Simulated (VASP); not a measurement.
Here is a VASP 6.6.1 calculation.

INCAR

```
ALGO = Normal
EDIFF = 1E-7
EDIFFG = -0.01
ENCUT = 600
IBRION = 2
ISIF = 2
ISMEAR = 0
LASPH = T
LCHARG = F
LMIXTAU = T
LREAL = F
LWAVE = F
METAGGA = R2SCAN
NELM = 80
NSW = 40
PREC = Accurate
SIGMA = 0.03
```

Contents of KPOINTS:

```
k-points
0
Gamma
  10 10 10
```

Contents of POSCAR:

```
KF                                      
1.0
    0.0000000000      2.7093678545      2.7093678545
    2.7093678545      0.0000000000      2.7093678545
    2.7093678545      2.7093678545      0.0000000000
  K               F             
     1     1
Direct
     0.0000000000000000    0.0000000000000000    0.0000000000000000
     0.5000000000000000    0.5000000000000000    0.5000000000000000
```

Potentials or basis: VASP PAW PBE potentials, release 64 (K_sv, F).

Command:

```bash
$ cat potpaw_PBE.64/K_sv/POTCAR potpaw_PBE.64/F/POTCAR > POTCAR
$ mpirun -np 1 vasp_std > vasp.out
```

(1) Predict the band gap on the k mesh.

Results:

(1) 6.61 eV, direct.

Caveat: the relaxation stopped at its first step, so nothing moved.
